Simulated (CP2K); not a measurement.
HfO2:

```
Hf O
1.0
     5.11800    0.00000    0.00000
     0.00000    5.18570    0.00000
    -0.85866    0.00000    5.21387
Hf O
4 8
Cartesian
  0.8021 2.3870 3.6914
  3.0279 4.9798 4.1294
  3.4573 2.7987 1.5224
  1.2314 0.2059 1.0845
  -0.3473 0.8733 4.4146
  4.1773 3.4661 3.4062
  4.6066 4.3124 0.7993
  0.0821 1.7196 1.8076
  1.4549 3.8473 5.1101
  2.3751 1.2544 2.7107
  2.8045 1.3384 0.1038
  1.8842 3.9313 2.5032
```

Base run:

| Item | Value |
| --- | --- |
| Program | CP2K 2026.2 |
| Functional | PBE |
| Potentials or basis | GTH_POTENTIALS Hf GTH-PBE-q12, O GTH-PBE-q6; TZVP-MOLOPT-SR-GTH, TZVP-MOLOPT-GTH basis |
| Density cutoff | 9524 eV |
| k mesh | 4 × 4 × 4 |
| Occupations | fermi-dirac, width 0.05 eV |
| Spin | no spin polarisation |

Its results: band gap on the k mesh 4.12 eV, indirect (least direct gap 4.21 eV); pressure -0.5 GPa; largest force 0.420 eV/Å.

The run is repeated on the same cell with these changes: potentials or basis from GTH_POTENTIALS Hf GTH-PBE-q12, O GTH-PBE-q6; TZVP-MOLOPT-SR-GTH, TZVP-MOLOPT-GTH basis to GTH_POTENTIALS Hf GTH-PBE-q12, O GTH-PBE-q6; DZVP-MOLOPT-SR-GTH basis; basis sets from Hf TZVP-MOLOPT-SR-GTH-q12, O TZVP-MOLOPT-GTH-q6 to Hf DZVP-MOLOPT-SR-GTH-q12, O DZVP-MOLOPT-SR-GTH-q6. What comes out?

Band gap on the k mesh 4.08 eV, indirect (least direct gap 4.17 eV); pressure -1.4 GPa; largest force 0.408 eV/Å.

Caveats: spin-orbit coupling is left out, which moves the levels of the heavy elements; the basis of atomic orbitals isn't converged, which shifts pressures, moduli and gaps.

A k mesh can miss the band edges.
